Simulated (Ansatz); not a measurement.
Relaxed structure of C2H6 on the (101) surface of WC, one molecule per 44.0 Å² (the molecule's atoms stand last):

```xyz
40
Lattice="5.8038 0.0000 0.0000 -2.9019 7.5736 0.0000 0.0000 0.0000 26.2251" Properties=species:S:1:pos:R:3 pbc="T T T"
W     2.9019    5.4546    8.0000
W     4.3529    1.6678    8.0000
W     0.0000    5.4546    8.0000
W     1.4510    1.6678    8.0000
C     0.0000    0.0524    8.3133
C    -1.4510    3.8392    8.3133
C     2.9019    0.0524    8.3133
C     1.4510    3.8392    8.3133
W     2.9019    3.3357    9.8799
W     1.4510    7.1225    9.8799
W     0.0000    3.3357    9.8799
W    -1.4510    7.1225    9.8799
C     2.9019    5.5071   10.1932
C     4.3529    1.7203   10.1932
C     0.0000    5.5071   10.1932
C     1.4510    1.7203   10.1932
W     2.9035    1.2208   11.7785
W     1.4526    5.0022   11.7820
W     0.0006    1.2200   11.7719
W    -1.4489    5.0026   11.7823
C     2.9035    3.3655   12.0822
C     1.4522    7.1584   12.0560
C     0.0024    3.3679   12.0793
C    -1.4492    7.1591   12.0561
W     0.0024    6.6473   13.6277
W     1.4465    2.8377   13.6384
W     2.9061    6.6462   13.6253
W     4.3542    2.8385   13.6387
C     2.9015    1.3286   13.9232
C     1.4524    5.1797   13.9134
C    -0.0009    1.3069   13.8881
C    -1.4458    5.1777   13.9170
C    -3.6813   10.6116   16.5549
C    -2.1669   10.4723   16.5045
H    -4.0128   11.6454   16.4139
H    -4.1005   10.2335   17.4982
H    -4.1673    9.9402   15.7969
H    -1.7444   11.1364   15.6997
H    -1.8428    9.4351   16.3670
H    -1.6822   10.8736   17.4067
```

Method: DFT PBE+D3(BJ), scalar-relativistic, plane waves, PAW in Ansatz 0.2.0. Plane waves to 420 eV, a k mesh through Γ of 4×3×1 on the computed 40-atom cell and Gaussian smearing (0.10 eV); no spin polarisation. The cell repeats along c with a dipole correction in the vacuum.

The slab and the molecular layer are also computed alone at these places.

Q: How does the adsorption energy per molecule split into interaction and deformation?

A: E_ads = -0.573 eV: interaction of the rigid parts -0.674 eV, deformation of the slab +0.042 eV, deformation of the molecule with its lateral interactions +0.060 eV.

Q: How much charge moves across the plane at z = 14.81 Å, midway between slab and molecule?

A: About 0.05 electrons a cell move down to the slab; half the integral of |Δρ| is 0.35 e.

Q: How does the density difference (whole less rigid parts, positive where electrons gather), summed over the plane, run along c?

A: (z (Å), Δρ (e/Å)): (6.12, 0.002), (6.26, 0.002), (6.56, 0.002), (6.70, 0.002), (6.99, 0.000), (7.14, -0.003), (7.28, -0.005), (7.58, -0.007), (7.72, -0.003), (7.87, 0.002), (8.16, 0.001), (8.30, -0.001), (8.60, -0.001), (8.74, 0.000), (8.89, 0.000), (9.18, -0.002), (9.32, -0.002), (9.47, -0.002), (9.76, 0.002), (9.91, 0.003), (10.20, -0.001), (10.34, -0.003), (10.49, -0.003), (10.78, 0.000), (10.93, 0.001), (11.07, 0.001), (11.36, -0.002), (11.51, 0.001), (11.80, 0.013), (11.95, 0.012), (12.09, 0.006), (12.38, -0.004), (12.53, -0.007), (12.68, -0.011), (12.97, 0.000), (13.11, 0.014), (13.40, 0.002), (13.55, -0.015), (13.70, -0.013), (13.99, 0.021), (14.13, 0.026), (14.28, 0.030), (14.57, 0.079), (14.72, 0.114), (15.01, 0.161), (15.15, 0.161), (15.30, 0.139), (15.59, 0.021), (15.74, -0.059), (15.88, -0.129), (16.17, -0.168), (16.32, -0.118), (16.61, 0.003), (16.75, 0.003), (16.90, -0.015), (17.19, -0.041), (17.34, -0.049), (17.48, -0.052), (17.77, -0.038), (17.92, -0.028), (18.21, -0.014), (18.36, -0.009), (18.50, -0.006), (18.79, -0.002), (18.94, -0.001), (19.09, -0.001), (19.38, 0.000), (19.52, 0.000), (19.81, 0.000), (19.96, 0.000)